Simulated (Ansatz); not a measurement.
The cell was built from the fcc type and relaxed in the same program; it needn't be a known or the stable phase. The listed cell was then made from it by scaling, straining or moving an atom.

C: DFT, PBEsol, all-electron LAPW, scalar-relativistic (Ansatz 0.2.0). What sets it apart from a plain run of this crystal: functional pbesol, volume scaled by 0.96.

```yaml
crystal:
  lattice:
    - [0.0, 1.5221091981, 1.5221091981]
    - [1.5221091981, 0.0, 1.5221091981]
    - [1.5221091981, 1.5221091981, 0.0]
  atoms:
    - { symbol: C, position: [0.0, 0.0, 0.0] }
kpoints:
  mp_grid: { grid: [16, 16, 16] }
scf:
  occupations: { method: fermi_dirac, width: 0.03 }
hamiltonian:
  xc: pbesol
  pseudopotentials: { kind: all_electron, lapw: { basis_error: 0.0005 } }
output:
  forces: true
  stress: true
  eigenvalues: true
```

Output:

```
LAPW: plane waves up to 8.569 Å⁻¹, error target 5.0e-4 eV per atom; small_component_spin mean_spin; C in spheres of 1.076 Å, 6 of its electrons in bands, Dirac shells []
Engine: ansatz 0.2.0
Pseudopotentials: kind: all_electron
Pseudopotential: C, LAPW, valence charge 6, Koelling and Harmon's equation, gaussian nucleus
Functional definition: PBEsol
  exchange = pbesol_x
  correlation = pbesol_c
Crystal: 1 atoms, lattice volume = 7.053 Å³
Basis set: ecut = 279.7727964710021 eV, 65 PW (Γ), exchange–correlation at level 2
Bands: 7, of which v1, the nominal top of the filled ones, is band 3 counted from 1 (2 counted from 0)
Symmetry: 48 space group operations
Space group: Fm-3m (ITA 225), of the structure as read, at distance tolerance 1.9e-5 Å
k-points: 145 of 4096
Non-local potential: C, projectors of the file, none
Initial density: superposition of atomic densities (chi_scale 0.1, normalization cell)
Initial wavefunctions: plane waves of lowest kinetic energy (no species holds an atomic orbital)
Functional: x = pbesol(κ = 0.804, μ = 0.12345679012345678), c = pbesol(β = 0.046)
iter 1 solved again at ethr=4.96e-5 eV; its pass at ethr=1.00e-1 eV (dr2=2.98e-3 eV) is discarded
SCF iter   1: F=—  HF=-1028.146721 eV  |F-HF|=—  |Δ(HF+E_count)|=         —  Δρ=9.13e-3  dr2=3.00e-3  ethr=4.96e-5  ⟨swp⟩=3.7  Hψ=9107  notcnv=0
preconditioner: auto → none  [metal: Δε(μ)=0.060 eV  Ē_g=20.811 eV  σ=0.030 eV  W_gap=0.45  n_scr=0 (ndim 8)  ℏωp=28.0 eV  f_vac=0.000  D(μ)=0.52/eV (n_scr^D=8)]
SCF iter   2: F=—  HF=-1028.144425 eV  |F-HF|=—  |Δ(HF+E_count)|=   2.30e-3  Δρ=4.66e-3  dr2=8.21e-4  ethr=4.96e-5  ⟨swp⟩=2.0  Hψ=2784  notcnv=0
iter 3 solved again at ethr=1.94e-7 eV; its pass at ethr=1.37e-5 eV (dr2=1.17e-5 eV) is discarded
SCF iter   3: F=—  HF=-1028.144170 eV  |F-HF|=—  |Δ(HF+E_count)|=   2.55e-4  Δρ=5.37e-4  dr2=1.16e-5  ethr=1.94e-7  ⟨swp⟩=2.0  Hψ=4990  notcnv=0
SCF iter   4: F=-1028.144172 eV  HF=-1028.144172 eV  |F-HF|=1.48e-9  |Δ(HF+E_count)|=   1.77e-6  Δρ=6.40e-6  dr2=7.41e-10  ethr=1.94e-7  ⟨swp⟩=2.0  Hψ=2756  notcnv=0
SCF 1 converged in 4 iterations: F = -1028.144172 eV  dr2 = 7.41e-10
SCF converged after 4 iterations
Free energy (F): -1028.144172 eV
Harris-Foulkes:  -1028.144172 eV  (|F-HF|=1.48e-9)
Internal energy: -1028.142607 eV  (E = F + TS)
E sigma→0 (E₀):  -1028.143389 eV
Entropy (-TS):   -0.001565 eV (-1.565 meV/atom)
Fermi energy:    11.268983 eV
--- Per-component energies (eV) ---
  E_band       = -496.249460
  E_kinetic    = 1024.011704
  E_xc         = -138.926880
  E_electrostatic = -1913.227431  (all electrons and nuclei)
  E_smearing   = -0.001565  (= −TS)
  E_closure    = 0.000000  (closes the sum)
  E_atoms      = -1022.967358  (free atoms, spherical and without spin; not in F)
  Σ components = -1028.144172   (vs F -1028.144172, Δ=0.00e0)
  Basis errors (estimates in eV, not in F): energy 6.4e-5 per atom: plane waves 6.3e-5 (4.6e-5 summed), levels above the bands 0.0e0, relativity 8.7e-10, radial functions 1.2e-6, core shells 0.0e0; eigenvalues (radial functions only) 1.9e-3; not estimated: angular momenta, meshes, grids; target (lapw.basis_error) 5.0e-4; muffin-tin radii C 1.076 Å
--- Forces (eV/Å), atoms counted from 1 ---
  atom   1  C     -0.00000000    -0.00000000    -0.00000000
  max |Σ_I F_I| component: 2.30e-31 eV/Å
--- Stress (GPa, compression-positive) ---
       -0.145668       0.000000      -0.000000
        0.000000      -0.145668       0.000000
       -0.000000       0.000000      -0.145668
  P = ⅓ Tr σ = -0.1457 GPa (-1.457 kbar)
--- Band table (eV; the first three rows and the last of 145) ---
  k-point 0: bands = ["-255.9171", "-8.0346", "19.5167", "19.5167", "19.5167", "41.5677", "41.5677"]
  k-point 1: bands = ["-255.9171", "-7.8751", "19.0262", "19.4309", "19.4309", "40.0840", "41.8082"]
  k-point 2: bands = ["-255.9171", "-7.3969", "17.6104", "19.1963", "19.1963", "38.2108", "42.3470"]
  k-point 144: bands = ["-255.9170", "7.0549", "7.5058", "7.5058", "10.5357", "31.0952", "39.2354"]
```
